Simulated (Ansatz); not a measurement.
# BaS: the cost of one run

Computed with Ansatz 0.2.0 (reference: DFT, HSE06, plane waves, PAW, unless a step's input says otherwise).

2 further runs of the same task are left out: 1 for a known fault of the program, 1 that didn't finish.

### 1 The system as given

Symmetry: P6_3/mmc, No. 194, hexagonal system. The conventional cell has a = 4.442 Å, b = 4.442 Å, c = 7.789 Å, α = 90.00°, β = 90.00°, γ = 120.00°. Ba (site symmetry -3m) is surrounded by 6 S at 3.22 Å. S (site symmetry -6m2) has 6 Ba at 3.22 Å as nearest neighbours.

Structure file:

```cif
data_structure
_symmetry_space_group_name_H-M 'P6_3/mmc'
_symmetry_Int_Tables_number 194
_cell_length_a 4.4422
_cell_length_b 4.4422
_cell_length_c 7.7895
_cell_angle_alpha 90.000
_cell_angle_beta 90.000
_cell_angle_gamma 120.000
_cell_volume 133.12
loop_
_atom_site_label
_atom_site_type_symbol
_atom_site_symmetry_multiplicity
_atom_site_Wyckoff_symbol
_atom_site_fract_x
_atom_site_fract_y
_atom_site_fract_z
_atom_site_occupancy
Ba1 Ba 2 a 0.00000 0.00000 0.00000 1
S1 S 2 c 0.33333 0.66667 0.25000 1
```

### 2 Reference

Input file input.yaml:

```yaml
crystal:
  lattice:
    - [4.4421900005, 0.0, 0.0]
    - [-2.2210950002, 3.8470493889, 0.0]
    - [0.0, 0.0, 7.7894608866]
  atoms:
    - { symbol: Ba, position: [0.0, 0.0, 0.0] }
    - { symbol: Ba, position: [0.0, 0.0, 0.5] }
    - { symbol: S, position: [0.3333333333, 0.6666666667, 0.25] }
    - { symbol: S, position: [0.6666666667, 0.3333333333, 0.75] }
kpoints:
  mp_grid: { grid: [6, 6, 2] }
hamiltonian:
  xc: hse06
scf:
  occupations: { method: fixed }
  n_extra_bands: 5
output:
  forces: true
  stress: true
  eigenvalues: true
  write_density: true
  write_potential: true
  elf: true
  volumetric_format: npy
```

Run with:

```console
ansatz run input.yaml --threads 4 --pin off --max-ram 3686MiB --backend cpu --events-out ev --progress --plain --runs-dir out
```

What time and memory should one allow on 4 threads of Intel Xeon 6975P-C (Granite Rapids), shared host?

About 20 s, with a peak of 2 GiB.
